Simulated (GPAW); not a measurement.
Hf, 1 atom in the cell. The typed cell holds 1 atom: a = 2.880 Å, b = 3.093 Å, c = 3.172 Å, α = 104.64°, β = 108.16°, γ = 109.13°. This isn't the form of Hf at room conditions, which is hcp. The cell isn't the ideal one: cell sheared at random, sigma 0.06, atoms nudged by 0.01 Å.

- Program: GPAW 26.7.0
- Task: single point
- Functional: PBE
- Potentials or basis: GPAW PAW data sets (gpaw-data 1.2.1)
- Cutoff: 450 eV
- Basis: pw
- k mesh: 9 × 8 × 8
- Occupations: fermi-dirac, width 0.05 eV
- Spin: no spin polarisation
- Maxiter: 120
- Convergence: default

Potentials or basis: GPAW PAW data sets (gpaw-data 1.2.1), pw.

Launch:

```bash
$ OMP_NUM_THREADS=1 python run.py
```

Hardware: 1 thread of Arm Neoverse V2, on a shared host.

Problem. Estimate the wall time of this run.

Solution. Run time: 22 s on 1 thread of Arm Neoverse V2, with other jobs on the host, peak memory 0.18 GiB. Counts: scf iterations 7, plane waves 519, bands 14, k points 290.
